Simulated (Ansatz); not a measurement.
A run of Ansatz 0.2.0 is set up as follows.

input.yaml

```yaml
crystal:
  lattice:
    - [6.3616090156, 0.0, 0.0]
    - [0.0, 3.48040306, 0.0]
    - [-0.0857412231, 0.0, 36.1758904685]
  atoms:
    - { symbol: Te, position: [0.4292511, 0.75, 0.54070358] }
    - { symbol: Te, position: [0.5707489, 0.25, 0.45929642] }
    - { symbol: Te, position: [0.92084787, 0.25, 0.55652732] }
    - { symbol: Te, position: [0.07915213, 0.75, 0.44347268] }
    - { symbol: Mo, position: [0.18134756, 0.25, 0.49746537] }
    - { symbol: Mo, position: [0.81865244, 0.75, 0.50253463] }
hamiltonian:
  xc: pbe
  pseudopotentials: { kind: paw }
  hubbard: { sites: [{ species: Mo, l: d, u_eff: 8.0 }] }
kpoints:
  mp_grid: { grid: [3, 6, 1] }
scf:
  occupations: { method: fermi_dirac, width: 0.05 }
output:
  forces: true
  stress: true
  eigenvalues: true
```

Potentials or basis: Ansatz PAW.

The run is started by

```bash
$ ansatz run input.yaml --threads 2 --pin off --max-ram 5632MiB --backend cpu --events-out ev --progress --plain --runs-dir out
```

Q: What does it give for the band gap on the k mesh?

A: 0.21 eV, direct.

Q: Estimate the largest force.

A: 1.209 eV/Å.

Forces in eV/Å, atoms in the order of the input:
```
Te  -0.220  0.000  0.463
Te   0.220  0.000 -0.463
Te  -0.047  0.000  0.727
Te   0.047  0.000 -0.727
Mo   1.115  0.000  0.467
Mo  -1.115  0.000 -0.467
```

Caveat: odd divisions of the mesh miss points on the zone boundary, where band edges often lie, so the gap on the mesh can be too wide; spin-orbit coupling is left out, which moves the levels of the heavy elements; the U is typed as a test and isn't derived for this compound.
